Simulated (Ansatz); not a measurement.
Results of PBE (Ansatz, a quantum-chemistry and plane-wave program, plane waves, PAW) for zinc-blende ZnTe.

Settings: plane-wave cutoff 520 eV, 10×10×10 k mesh, perturbation theory, scalar-relativistic PAW data made under PBE.

Cell (relaxed at this level):

```cif
data_TeZn
_chemical_formula_sum 'Zn1 Te1'
_space_group_name_H-M_alt 'P 1'
_space_group_IT_number 1
_cell_length_a 4.36915
_cell_length_b 4.36915
_cell_length_c 4.36915
_cell_angle_alpha 60.000
_cell_angle_beta 60.000
_cell_angle_gamma 60.000
loop_
_space_group_symop_operation_xyz
  'x, y, z'
loop_
_atom_site_label
_atom_site_type_symbol
_atom_site_fract_x
_atom_site_fract_y
_atom_site_fract_z
_atom_site_occupancy
Zn1 Zn 0.00000 0.00000 0.00000 1
Te1 Te 0.75000 0.75000 0.75000 1
```

Task: What does this level give for the zone-centre TO phonon frequency?

Result: 
zone-centre TO phonon frequency: 168 cm⁻¹

Measured, for comparison: zone-centre TO phonon frequency 177 ± 2 cm⁻¹ (room temperature, no zero-point or thermal correction, neutron, our sources range from 175 to 177; as tabulated in Vagelatos et al., J. Chem. Phys. (1974)). Computed (rounded) less measured: zone-centre TO phonon frequency -5 % (-4 % to -5 % over the range).

Spin–orbit coupling is not included.

Computing time: around 6 core-minutes (rough).
